# Why boron's structure suits none of these five elements, and carbon least

Boron's icosahedral solid looks made for atoms with three valence electrons. Aluminium stands directly below boron and also brings three, so it ought to take over the structure most easily, while elements with four or five electrons ought to pay for the surplus. The calculation doesn't bear this out. Among aluminium, phosphorus, germanium and tin, aluminium pays the most, and carbon, boron's small and strongly bonding neighbour, pays several times more than any of them.

The price is the column "energy over elements": the energy per atom of the computed solid less that of the same element in its standard state. A positive value means that the ordinary element is the better solid, and all five values are positive. For those who think in molar units, 0.3 eV per atom is roughly 30 kJ per mole of atoms.

Five elements placed on the atomic sites of alpha-boron (R-3m, No. 166), with cell and atoms relaxed keeping the symmetry. Ansatz 0.2.0, PBEsol, plane-wave PAW, scalar-relativistic, no spin polarisation; cutoff 420 eV, k mesh 9×9×9 (Sn 6×6×6). Energies are relative to the elements' standard states.

```
element   Z  valence electrons  volume per atom (Å³)  shortest distance (Å)  energy over elements (eV/atom)
      C   6                  4                 13.00                  1.338                           1.572
     Al  13                  3                 23.18                  2.541                           0.326
      P  15                  5                 16.01                  2.266                           0.226
     Ge  32                  4                 20.95                  2.639                           0.286
     Sn  50                  4                 36.06                  3.047                           0.230
```

The price is a difference between two solids, and this explains most of the pattern. An element pays little if its atoms bond almost as well in the new arrangement as in their usual one. It pays much if its usual solid rests on a special kind of bond that the new arrangement spoils. Comparing an element's electron count with boron's doesn't show how strongly its usual solid is bound, and it describes the new solid only as long as boron's cages survive.

## Aluminium: the right count, but a better offer elsewhere

Boron's count works because of how its electrons are shared. A cage of twelve boron atoms needs 26 electrons to hold itself together, and the links between cages take another 10. Twelve atoms with three electrons each supply exactly these 36. Much of the bonding is shared among three or more atoms, which suits an element that has too few electrons for an ordinary pair bond to every neighbour.

Aluminium supplies the same 36 electrons, and its relaxed cell keeps proportions close to boron's. Yet the solid is a metal: the bands that the electrons should just fill overlap the next ones by about 0.7 eV. If the cages have survived, which the proportions suggest but don't show, the count can be right without producing the closed set of bonds that makes it valuable in boron. Aluminium's outer orbitals are larger and more diffuse, which probably weakens localised cage bonds more than it weakens bonding spread through a metal.

What aluminium gives up can be read from the geometry. Divide the volume per atom by the cube of the shortest distance, and the result tells how openly the atoms are arranged for the contacts they make. Aluminium comes to 1.41 here, against 0.71 for close packing, its usual form. For its shortest contact the new solid is twice as open, and each atom also takes up over a third more room, so it very probably has fewer close neighbours.

The loss of neighbours costs only 0.326 eV per atom because metallic bonding adapts. When an atom has fewer neighbours, each remaining bond becomes stronger and shorter. The shortest distance, 2.541 Å, is indeed well below the roughly 2.9 Å of ordinary aluminium. The stronger bonds make up for much of the loss, though not for all of it.

## Germanium: when the structure changes its shape

Germanium has four valence electrons, which makes 12 too many for each group of twelve atoms by boron's count. It nevertheless pays 0.286 eV per atom, slightly less than aluminium. It doesn't do so by fitting into boron's framework. The relaxed cell is strongly stretched along one axis, with a height about 5 times its width, where boron's ratio is about 2.6.

The symmetry label has survived this change, but the label fixes only which positions are equivalent, not which atoms are bonded. An intact boron-like cage therefore can't be assumed for germanium. Its energy belongs to the arrangement in which the relaxation came to rest. The same caution applies to carbon, whose cell is stretched to a ratio of about 4.

A distance and a volume hint at how germanium bonds. Its shortest contact is about 8% longer than in the ordinary diamond-type solid, yet each atom takes up slightly less volume. Longer contacts in a smaller space suggest that each atom has more than four neighbours, bound less tightly one by one. The solid is also clearly metallic, as such an arrangement would lead one to think.

For a heavy element this exchange is cheap. Four directed bonds require the atom to mix its s and p orbitals, and the return on that effort falls as atoms grow and bonds lengthen. A denser, more metallic arrangement then comes close in energy. Tin, one row further down, pays 0.230 eV. It has little to lose in directed bonds: its diamond-type form is so close in energy to white tin, a denser metal, that the two change places near room temperature. A denser packing can't be the reason for the low price, since the atoms take up more room here than in either form. Its cell also has a different shape from germanium's, so the step from germanium to tin isn't a pure effect of the element.

## Carbon: the same count as germanium, a very different price

Carbon has germanium's four valence electrons and a cell that is also strongly stretched, though less so. It pays 1.572 eV per atom, which is 1.572/0.286, or about 5.5 times as much. The electron count can't explain a difference between two elements that share it. Nor do two stretched cells have to hold similar solids: for its shortest distance, carbon's arrangement is almost five times as open as germanium's. The price depends both on where each relaxation came to rest and on the bonds each element leaves behind, and carbon's usual bonds are exceptional.

In graphite every atom forms three strong bonds within its layer and takes part in a further bond, the π bond, that spreads over the whole layer. This second kind of bond needs p orbitals that overlap sideways, and it is strong only if the atoms come very close. Carbon can manage this because no filled p shell lies beneath its valence shell, which keeps the atom small. In germanium and tin the atoms stay further apart and π bonds are weak, so these elements have no such asset to lose.

Diamond is carbon's other good solution, with four strong bonds pointing to the corners of a tetrahedron. Boron's framework offers neither pattern. Its cage atoms have many neighbours at awkward angles, and the electron sharing that rescues boron is of little use to an atom with enough electrons for four ordinary bonds. Carbon in this cell has to move away from the cage, but the relaxation could follow only paths that keep the symmetry.

The result is a compromise that has kept some strong bonds. The shortest distance, 1.338 Å, is that of a typical carbon–carbon double bond. The volume per atom, however, is about half as large again as in graphite. A few very good bonds in a very sparse solid suggest that other bonds are strained or absent, and this is the likely seat of the high energy.

The volume itself needs care, because the calculation leaves out dispersion, the weak attraction that holds separate layers or clusters together. It could well draw the carbon solid closer. It is a poor candidate for the high price, since the layers of graphite are held together by only about 0.05 eV per atom, some thirty times less than carbon pays. The damage must lie mainly in the strong bonds.

## How much of carbon's price is simply bond strength?

Carbon's bonds are stronger than those of the other four, so losing the same share of its bonding costs it more. A simple estimate separates this effect from the rest. Suppose that forcing an element into this cell destroys the same fraction of its total bonding, whatever the element. The total bonding is the cohesive energy, the energy needed to pull the solid apart into free atoms:

fraction lost = energy over elements / cohesive energy

For aluminium, with a cohesive energy of roughly 3.4 eV per atom, this gives 0.326/3.4, or just under 10%. Phosphorus, germanium and tin each lose about 7%, and the average of the four is 7.7%. Carbon's cohesive energy is roughly 7.4 eV per atom, so the same fraction would cost it

0.077 × 7.4 eV ≈ 0.57 eV per atom.

The calculated price is 1.57 eV, almost three times the estimate. Carbon had no part in the average, so the comparison is a fair test of the assumption, and the assumption fails. On this reckoning, strong bonds account for about a third of carbon's price. The rest tells us that carbon loses a larger fraction of its bonding, about 21%, but not why. The likely reason is that its best solids depend on a few exact bonding patterns, though a relaxation that stopped in a poor arrangement would look the same.

One setting could change this figure. Electrons were kept paired throughout, and a carbon atom with a broken bond may prefer an unpaired electron. Allowing for that could lower carbon's energy; by how much is untested. The same run leaves the bands of carbon overlapping by less than 0.1 eV, so its metallic character is doubtful too.

## Phosphorus: the largest surplus at a low price

Phosphorus is the clearest warning against ranking by electron count. Its five valence electrons give 24 too many for each group of twelve atoms, yet it pays only 0.226 eV per atom, less than aluminium with its perfect match. Its cell is flattened, however, with a height about 2.2 times its width against boron's 2.6, so intact cages can't be assumed here either, and the surplus may not describe the solid that formed. Its shortest distance, 2.266 Å, is close to an ordinary phosphorus–phosphorus single bond. A plausible reading, though no more than that, is that the atoms keep some bonds of nearly normal length while packing more closely than in black phosphorus. The new solid does differ from black phosphorus in one clear way: its bands overlap by about 1.1 eV, whereas black phosphorus is a semiconductor.

The exact place of phosphorus in the order shouldn't be pressed. It differs from tin by 4 meV per atom, which is as large as the uncertainty from the sampling of the electron states. The calculation also combines PBEsol with atomic datasets made for another functional, PBE, and leaves out the vibration that atoms keep even at absolute zero; either could shift a difference this small. The price of phosphorus also depends on whether white or black phosphorus serves as the standard state. The safe statement is that phosphorus belongs to the cheap group.

## What to do with this

When judging whether an element will accept a foreign structure, look first at what it has to give up. Two questions give a first idea of the price: how strong are the bonds in its usual solid, and how strictly do they depend on particular angles and neighbour numbers? Aluminium, germanium and tin bond moderately and tolerate a change of surroundings, so they pay a few tenths of an electronvolt. The questions don't put the cheap group in order, though. Aluminium's metallic bonds should tolerate the most, yet it loses the largest share of its bonding among the four, and phosphorus, which usually forms three directed bonds, pays the least. Carbon bonds strongly and probably tolerates little; if so, the two effects multiply.

Before using such an energy under the name of a structure type, compare the relaxed cell with the original. Here the check separates aluminium, which stays near boron's proportions, from germanium and carbon, which don't. For carbon, repeat the calculation with unpaired electrons allowed and dispersion included before relying on its energy or volume. For any of the five, a test against distortions that break the symmetry should come before any claim that the solid could persist even for a while.
